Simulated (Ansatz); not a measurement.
A run of Ansatz 0.2.0 is set up as follows.

input.yaml

```yaml
crystal:
  lattice:
    - [1.4730471633, 0.8504641763, 7.20465]
    - [-1.4730471633, 0.8504641763, 7.20465]
    - [0.0, -1.7009283525, 7.20465]
  atoms:
    - { symbol: Ag, position: [0.202641, 0.219114, 0.240808] }
    - { symbol: Ag, position: [0.781264, 0.76484, 0.788073] }
    - { symbol: Ag, position: [-0.025797, 0.007611, 0.018291] }
hamiltonian:
  xc: pbe
  pseudopotentials: { kind: paw }
kpoints:
  mp_grid: { grid: [10, 10, 10] }
scf:
  occupations: { method: fermi_dirac, width: 0.05 }
output:
  forces: true
  stress: true
  eigenvalues: true
```

Potentials or basis: Ansatz PAW.

The run is started by

```console
$ ansatz run input.yaml --threads 2 --pin off --max-ram 5120MiB --backend cpu --events-out ev --progress --plain --runs-dir out
```

Q: What does it give for the largest force?

A: 0.171 eV/Å.

Q: Predict the pressure.

A: -0.6 GPa.

Q: Predict the band gap on the k mesh.

A: None (metal or under the smearing width).

Stress tensor (GPa, compression positive):
```
-0.55 -0.16  0.03
-0.16 -0.39  0.03
 0.03  0.03 -0.87
```
